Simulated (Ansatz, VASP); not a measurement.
# One calculation of BN, two programs

```
N B
1.0
     1.25112    0.72234    3.37293
    -1.25112    0.72234    3.37293
     0.00000   -1.44467    3.37293
N B
1 1
Direct
  0.66724 0.66724 0.66724
  0.00033 0.00033 0.00033
```

The cell is a database's computed one.

Alike in both runs: task band structure; functional PBE; k mesh 12 × 12 × 12; occupations fermi-dirac, width 0.05 eV; no spin polarisation.

```csv
,VASP,Ansatz
version,VASP 6.6.1,Ansatz 0.2.0
potentials or method,"VASP PAW PBE potentials, release 64 (N, B)",Ansatz PAW
plane-wave cutoff (eV),520,420
valence electrons in the cell,8,8
```

|  | VASP | Ansatz | Ansatz less VASP |
| --- | --- | --- | --- |
| gap on the k mesh at the Fermi level (eV) | 4.28 | 4.29 | +0.007 |
| least direct gap on the mesh (eV) | 4.70 | 4.70 | +0.003 |
| gap along the band path (eV) | 4.22 | 4.24 | +0.019 |
| pressure (GPa) | 3.6 | 3.6 | -0.07 |
| largest component of the traceless stress (GPa) | 1.40 | 1.20 | -0.208 |

With one functional, cell and mesh, what is left measures potentials, basis and numerics.

Caveats: the pressure holds a Pulay correction of +0.6 GPa for the finite cutoff (Ansatz).
